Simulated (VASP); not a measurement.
# S (P3_221) in VASP: relaxation of cell and atoms with LDA

Aim: the relaxation of cell and atoms of S with LDA.

Everything below comes from runs of VASP 6.6.1. Logs are shortened: lines on timing, memory, paths and dates and some standing lists are left out, and cuts for length are marked.

### Step 1. The crystal as given

Symmetry: P3_221, No. 154, trigonal system. Conventional cell: a = 7.848 Å, b = 7.848 Å, c = 4.372 Å, α = 90.00°, β = 90.00°, γ = 120.00°. S (site symmetry 2) has 2 S at 2.06 Å as nearest neighbours. S (site symmetry 1) has 2 S at 2.06 Å as nearest neighbours.

This isn't the form of S at room conditions, which is orthorhombic, of S8 rings.

### Step 2. Relaxation of cell and atoms, LDA

The input, INCAR:

```
SYSTEM = S
ALGO     = Fast           ! electronic algorithm
EDIFF    = 1E-7           ! SCF threshold, eV
EDIFFG   = -0.005         ! ionic threshold
ENCUT    = 600            ! plane-wave cutoff, eV
IBRION   = 2              ! ionic algorithm
ISIF     = 3              ! what is computed and relaxed
ISMEAR   = 0              ! smearing method
LASPH    = .TRUE.         ! aspherical terms in the spheres
LCHARG   = .FALSE.        ! write CHGCAR
LREAL    = .FALSE.        ! projectors in reciprocal space
LWAVE    = .FALSE.        ! write WAVECAR
NELM     = 80             ! most SCF steps
NSW      = 90             ! ionic steps
PREC     = Accurate       ! precision mode
SIGMA    = 0.02           ! smearing width, eV
```

The input, KPOINTS:

```
k-points
0
G
  6 6 6
  0 0 0
```

The input, POSCAR:

```
S
1.0
    7.8483716200      0.0000000000      0.0000000000
   -3.9241858100      6.7968892000      0.0000000000
    0.0000000000      0.0000000000      4.3718472700
S
9
Direct
    0.1074698100      0.1074698100      0.5000000000
    0.4497097800      0.6897898700      0.7335943500
    0.6897898700      0.4497097800      0.2664056500
    0.8925301900      0.0000000000      0.1666666700
    0.2400800900      0.5502902200      0.0669276800
    0.3102101300      0.7599199100      0.4002610200
    0.5502902200      0.2400800900      0.9330723200
    0.7599199100      0.3102101300      0.5997389800
    0.0000000000      0.8925301900      0.8333333300
```

Potentials or basis: VASP PAW LDA potentials, release 64 (S).

Command:

```bash
$ cat potpaw_LDA.64/S/POTCAR > POTCAR
$ mpirun -np 1 vasp_std > vasp.out
```

OUTCAR:

```text
SYSTEM = S
   EDIFF = 1E-7
   EDIFFG = -0.005
   ENCUT = 600
   IBRION = 2
   ISIF = 3
   ISMEAR = 0
   LASPH = .TRUE.
   LREAL = .FALSE.
   NELM = 80
   NSW = 90
   PREC = Accurate

 ion  position               nearest neighbor table
   1  0.107  0.107  0.500-   9 2.06   4 2.06
   2  0.450  0.690  0.734-   5 2.06   6 2.06
   3  0.690  0.450  0.266-   7 2.06   8 2.06
   4  0.893  0.000  0.167-   1 2.06   9 2.06
   5  0.240  0.550  0.067-   2 2.06   6 2.06
   6  0.310  0.760  0.400-   2 2.06   5 2.06
   7  0.550  0.240  0.933-   3 2.06   8 2.06
   8  0.760  0.310  0.600-   3 2.06   7 2.06
   9  0.000  0.893  0.833-   1 2.06   4 2.06

  LATTYP: Found a hexagonal cell.
 ALAT       =     7.8483716200
 C/A-ratio  =     0.5570387695

  Lattice vectors:

 A1 = (   7.8483716200,   0.0000000000,   0.0000000000)
 A2 = (  -3.9241858100,   6.7968892000,   0.0000000000)
 A3 = (   0.0000000000,   0.0000000000,   4.3718472700)

Analysis of symmetry for initial positions (statically):
=====================================================================
 Subroutine PRICEL returns:
 Original cell was already a primitive cell.

 Routine SETGRP: Setting up the symmetry group for a
 hexagonal supercell.

 Subroutine GETGRP returns: Found  6 space group operations
 (whereof  2 operations were pure point group operations)
 out of a pool of 24 trial point group operations.

The static configuration has the point symmetry C_2 .
 The point group associated with its full space group is D_3 .

Analysis of symmetry for dynamics (positions and initial velocities):
=====================================================================
 Subroutine PRICEL returns:
 Original cell was already a primitive cell.

 Routine SETGRP: Setting up the symmetry group for a
 hexagonal supercell.

 Subroutine GETGRP returns: Found  6 space group operations
 (whereof  2 operations were pure point group operations)
 out of a pool of 24 trial point group operations.

The dynamic configuration has the point symmetry C_2 .
 The point group associated with its full space group is D_3 .

 Subroutine INISYM returns: Found  6 space group operations
 (whereof  2 operations are pure point group operations),
 and found     1 'primitive' translations

----------------------------------------------------------------------------------------

                                     Primitive cell

  volume of cell :     233.2141

  direct lattice vectors                    reciprocal lattice vectors
     7.848371620  0.000000000  0.000000000     0.127414966  0.073563065  0.000000000
    -3.924185810  6.796889200  0.000000000     0.000000000  0.147126129  0.000000000
     0.000000000  0.000000000  4.371847270     0.000000000  0.000000000  0.228736261

  length of vectors
     7.848371620  7.848371619  4.371847270     0.147126129  0.147126129  0.228736261

  position of ions in fractional coordinates (direct lattice)
     0.107469810  0.107469810  0.500000000
     0.449709780  0.689789870  0.733594350
     0.689789870  0.449709780  0.266405650
     0.892530190  0.000000000  0.166666670
     0.240080090  0.550290220  0.066927680
     0.310210130  0.759919910  0.400261020
     0.550290220  0.240080090  0.933072320
     0.759919910  0.310210130  0.599738980
     0.000000000  0.892530190  0.833333330

  ion indices of the primitive-cell ions
   primitive index   ion index
                 1           1
                 2           2
                 3           3
                 4           4
                 5           5
                 6           6
                 7           7
                 8           8
                 9           9

----------------------------------------------------------------------------------------

 KPOINTS: k-points

Automatic generation of k-mesh.
 Grid dimensions read from file:
 generate k-points for:    6    6    6

 Generating k-lattice:

  Cartesian coordinates                     Fractional coordinates (reciprocal lattice)
     0.021235828  0.012260511  0.000000000     0.166666667  0.000000000  0.000000000
     0.000000000  0.024521022  0.000000000     0.000000000  0.166666667  0.000000000
     0.000000000  0.000000000  0.038122710     0.000000000  0.000000000  0.166666667

  Length of vectors
     0.024521022  0.024521022  0.038122710

  Shift w.r.t. Gamma in fractional coordinates (k-lattice)
     0.000000000  0.000000000  0.000000000

 Subroutine IBZKPT returns following result:
 ===========================================

 Found     34 irreducible k-points:

 Following reciprocal coordinates:
            Coordinates               Weight
  0.000000  0.000000  0.000000      1.000000
  0.166667 -0.000000  0.000000      6.000000
  0.333333  0.000000  0.000000      6.000000
  0.500000  0.000000  0.000000      3.000000
  0.166667  0.166667  0.000000      6.000000
  0.333333  0.166667  0.000000     12.000000
[... 16 lines left out ...]
  0.500000  0.000000  0.333333      6.000000
  0.166667  0.166667  0.333333     12.000000
 [... further k-points ...]
   k-points           NKPTS =     34   k-points in BZ     NKDIM =     34   number of bands    NBANDS=     32
   number of dos      NEDOS =    301   number of ions     NIONS =      9
   total plane-waves  NPLWV = 147456
   dimension x,y,z NGX =    64 NGY =   64 NGZ =   36
   dimension x,y,z NGXF=   128 NGYF=  128 NGZF=   72
   ions per type =               9
   NGX,Y,Z   is equivalent  to a cutoff of  13.56, 13.56, 13.69 a.u.
   NGXF,Y,Z  is equivalent  to a cutoff of  27.11, 27.11, 27.38 a.u.
 SYSTEM =  S
   PREC   = accura    normal or accurate (medium, high low for compatibility)
   ISTART =      0    job   : 0-new  1-cont  2-samecut
   ICHARG =      2    charge: 1-file 2-atom 10-const
   ISPIN  =      1    spin polarized calculation?
   LNONCOLLINEAR =      F non collinear calculations
   LSORBIT =      F    spin-orbit coupling
   LASPH  =      T    aspherical Exc in radial PAW
   ENCUT  =  600.0 eV  44.10 Ry    6.64 a.u.  15.68 15.68  8.73*2*pi/ulx,y,z
   NELM   =     80;   NELMIN=  2; NELMDL= -5     # of ELM steps
   EDIFF  = 0.1E-06   stopping-criterion for ELM
   LREAL  =      F    real-space projection
   EDIFFG = -.5E-02   stopping-criterion for IOM
   NSW    =     90    number of steps for IOM
   IBRION =      2    ionic relax: 0-MD 1-quasi-New 2-CG
   NFREE  =      1    steps in history (QN), initial steepest desc. (CG)
   ISIF   =      3    stress and relaxation
   ISYM   =      2    0-nonsym 1-usesym 2-fastsym
   POTIM  = 0.5000    time-step for ionic-motion
   TEBEG  =    0.0;   TEEND  =   0.0 temperature during run
   PSTRESS=    0.0 pullay stress
   NELECT =      54.0000    total number of electrons
   NUPDOWN=      -1.0000    fix difference up-down
   EMIN   =  10.00;   EMAX   =-10.00  energy-range for DOS
   EFERMI =   0.00;   METHOD = LEGACY
   ISMEAR =     0;   SIGMA  =   0.02  broadening in eV -4-tet -1-fermi 0-gaus
   EFERMI_NEDOS =   21; number of points for ismear=-14 and -15
   IALGO  =     68    algorithm
   IMIX   =      4    mixing-type and parameters
     AMIX     =   0.40;   BMIX     =  1.00
     AMIX_MAG =   1.60;   BMIX_MAG =  1.00
  volume/ion in A,a.u.               =      25.91       174.87
  Fermi-wavevector in a.u.,A,eV,Ry     =   1.005282  1.899707 13.749933  1.010592
  Thomas-Fermi vector in A             =   2.137951
   LORBIT       =      0    0 simple, 1 ext, 2 COOP (PROOUT), +10 PAW based schemes
   GGA     = CA    functional components
   LHFCALC =     F    Hartree Fock is set to
   AEXX    =    0.0000 exact exchange contribution
   IVDW    =     0    specifies the selected vdW correction
   LEPSILON=     F    determine dielectric tensor
   LRPA    =     F    only Hartree local field effects (RPA)
 conjugate gradient relaxation of ions
 non-spin polarized calculation
 RMM-DIIS sequential band-by-band and
 Gauss-broadening in eV      SIGMA  =   0.02
  energy-cutoff  :      600.00
  volume of cell :      233.21
 maximum number of plane-waves:      7818
 NGX is ok and might be reduce to    64
   NGX = 31   NGY = 31   NGZ = 17

--------------------------------------- Ionic step        1  -------------------------------------------

 number of electron      54.0000002 magnetization

 Free energy of the ion-electron system (eV)
  ---------------------------------------------------
  ext. energy  EPLUGINS =         0.00000000
  ---------------------------------------------------
  free energy    TOTEN  =       -41.54188950 eV

  energy without entropy =      -41.54188950  energy(sigma->0) =      -41.54188950

------------------------ aborting loop because EDIFF is reached ----------------------------------------

  FORCE on cell =-STRESS in cart. coord.  units (eV):
  Direction    XX          YY          ZZ          XY          YZ          ZX
  --------------------------------------------------------------------------------------
  -------------------------------------------------------------------------------------
  Total       -2.3132533     -2.3132533     -2.9991160      0.0000000     -0.0000000      0.0000000
  in kB      -15.8920178    -15.8920178    -20.6038848      0.0000000     -0.0000000      0.0000000
  external PRESSURE =     -17.4626401 kB  Pullay stress =       0.0000000 kB
[... 110 lines left out ...]
  FREE ENERGIE OF THE ION-ELECTRON SYSTEM (eV)
  ---------------------------------------------------
  free  energy   TOTEN  =       -41.5782382354 eV

  energy  without entropy=      -41.5782382354  energy(sigma->0) =      -41.57823824

[... ionic steps 4 to 31 ...]

--------------------------------------- Ionic step       32  -------------------------------------------

 number of electron      53.9999996 magnetization

------------------------ aborting loop because EDIFF is reached ----------------------------------------

  FORCE on cell =-STRESS in cart. coord.  units (eV):
  Direction    XX          YY          ZZ          XY          YZ          ZX
  --------------------------------------------------------------------------------------
  -------------------------------------------------------------------------------------
  Total        0.0129360      0.0129360     -0.0586232     -0.0000000      0.0000000      0.0000000
  in kB        0.1086975      0.1086975     -0.4925948     -0.0000000      0.0000000      0.0000000
  external PRESSURE =      -0.0917332 kB  Pullay stress =       0.0000000 kB
[... 71 lines left out ...]
  energy  without entropy=      -41.8228299602  energy(sigma->0) =      -41.82282996

--------------------------------------- Ionic step       34  -------------------------------------------

 number of electron      53.9999996 magnetization

 Free energy of the ion-electron system (eV)
  ---------------------------------------------------
  ext. energy  EPLUGINS =         0.00000000
  ---------------------------------------------------
  free energy    TOTEN  =       -41.82283353 eV

  energy without entropy =      -41.82283353  energy(sigma->0) =      -41.82283353

 E-fermi :   3.8755     XC(G=0):  -9.6367

 val. band max:        3.7684150005   @ k =   0.0000   0.0000   0.3333
 cond. band min:       5.3897986394   @ k =   0.5000   0.0000   0.5000
 fundamental gap:      1.6213836389
 Fermi energy:         3.8755408141

 k-point     1 :       0.0000    0.0000    0.0000
  band No.  band energies     occupation
      1     -13.1686      2.00000
      2     -12.7278      2.00000
      3     -12.6362      2.00000
      4      -8.0045      2.00000
      5      -8.0045      2.00000
      6      -7.8430      2.00000
[... 829 lines left out ...]
     31       6.5024      0.00000
     32       6.6764      0.00000

 [... further k-points ...]

------------------------ aborting loop because EDIFF is reached ----------------------------------------

  FORCE on cell =-STRESS in cart. coord.  units (eV):
  Direction    XX          YY          ZZ          XY          YZ          ZX
  --------------------------------------------------------------------------------------
  -------------------------------------------------------------------------------------
  Total        0.0213738      0.0213738     -0.0164533     -0.0000000     -0.0000000     -0.0000000
  in kB        0.1796212      0.1796212     -0.1382701     -0.0000000     -0.0000000     -0.0000000
  external PRESSURE =       0.0736574 kB  Pullay stress =       0.0000000 kB
[... 24 lines left out ...]
  FREE ENERGIE OF THE ION-ELECTRON SYSTEM (eV)
  ---------------------------------------------------
  free  energy   TOTEN  =       -41.8228335295 eV

  energy  without entropy=      -41.8228335295  energy(sigma->0) =      -41.82283353

 reached required accuracy - stopping structural energy minimisation
```

Run time: 46 min. Hardware: 1 thread of Intel Xeon 6975P-C (Granite Rapids), shared host; peak memory 0.44 GiB.

Results:

- Free energy: -41.8228 eV
- Relaxed volume: 21.18 Å³/atom
- Relaxed cell: a = 7.140 Å, b = 7.140 Å, c = 4.318 Å, α = 90.00°, β = 90.00°, γ = 120.00°
- Space group after relaxing (to 0.05 Å): P3_221 (No. 154)
- Energy gained by relaxing: 31.2 meV/atom
- Ionic steps: 34
- Pressure after relaxing: 0.0 GPa
- Band gap on the k mesh: 1.62 eV, indirect (least direct gap 1.71 eV)

Forces on the atoms (eV/Å):
```
S    0.000  0.000  0.000
S    0.003  0.001  0.000
S   -0.001  0.003  0.000
S   -0.001  0.000  0.000
S   -0.001 -0.003  0.000
S   -0.002  0.002  0.000
S   -0.002 -0.002  0.000
S    0.003 -0.001  0.000
S    0.000  0.000  0.000
```

Step by step:
| step | energy change (eV) | largest force (eV/Å) | pressure (GPa) | volume (Å³) |
| --- | --- | --- | --- | --- |
| 1 | 0.0000 | 0.0361 | -1.75 | 233.21 |
| 2 | -0.0274 | 0.5682 | 0.70 | 223.81 |
| 3 | -0.0363 | 0.3634 | -0.15 | 226.85 |
| 4 | -0.0913 | 0.2883 | -0.14 | 220.85 |
| 5 | -0.1846 | 0.1485 | 0.24 | 203.46 |
| 6 | -0.2434 | 0.1797 | -0.80 | 199.98 |
| 7 | -0.2525 | 0.3259 | -1.28 | 198.23 |
| 8 | -0.2774 | 0.1355 | 0.02 | 191.92 |
| 9 | -0.2779 | 0.0932 | -0.14 | 192.66 |
| 10 | -0.2798 | 0.0369 | -0.02 | 192.02 |
| 11 | -0.2799 | 0.0625 | 0.00 | 191.88 |
| 12 | -0.2803 | 0.0240 | -0.09 | 191.77 |
| 13 | -0.2803 | 0.0230 | -0.12 | 191.74 |
| 14 | -0.2805 | 0.0092 | -0.03 | 191.31 |
| 15 | -0.2805 | 0.0099 | -0.01 | 191.25 |
| 16 | -0.2806 | 0.0107 | 0.00 | 191.11 |
| 17 | -0.2807 | 0.0156 | 0.05 | 190.71 |
| 18 | -0.2808 | 0.0065 | -0.01 | 190.70 |
| 19 | -0.2808 | 0.0069 | -0.01 | 190.70 |
| 20 | -0.2808 | 0.0069 | -0.01 | 190.67 |
| 21 | -0.2808 | 0.0087 | 0.00 | 190.58 |
| 22 | -0.2808 | 0.0250 | 0.01 | 190.41 |
| 23 | -0.2808 | 0.0140 | 0.00 | 190.52 |
| 24 | -0.2808 | 0.0068 | 0.02 | 190.48 |
| 25 | -0.2808 | 0.0046 | 0.04 | 190.44 |
| 26 | -0.2809 | 0.0043 | 0.03 | 190.46 |
| 27 | -0.2809 | 0.0086 | 0.01 | 190.52 |
| 28 | -0.2809 | 0.0231 | -0.03 | 190.64 |
| 29 | -0.2809 | 0.0122 | 0.00 | 190.55 |
| 30 | -0.2809 | 0.0092 | 0.00 | 190.57 |
| 31 | -0.2809 | 0.0026 | -0.01 | 190.64 |
| 32 | -0.2809 | 0.0018 | -0.01 | 190.67 |
| 33 | -0.2809 | 0.0007 | -0.01 | 190.66 |
| 34 | -0.2809 | 0.0027 | 0.01 | 190.65 |

Final structure:
```xyz
9
Lattice="7.1398 0.0000 0.0000 -3.5699 6.1833 0.0000 0.0000 0.0000 4.3185" Properties=species:S:1:pos:R:3 pbc="T T T"
S     0.4282    0.7416    2.1592
S     0.8261    4.2888    3.1856
S     3.3011    2.8598    1.1328
S     6.2835    0.0000    0.7197
S    -0.2688    3.3235    0.3066
S    -0.5573    4.7543    1.7461
S     3.0126    1.4290    4.0118
S     4.3960    1.8945    2.5723
S    -3.1417    5.4417    3.5987
```

Caveat: the volume moved by over 15 % at a fixed basis, so the end points are rough. A k mesh can miss the band edges.
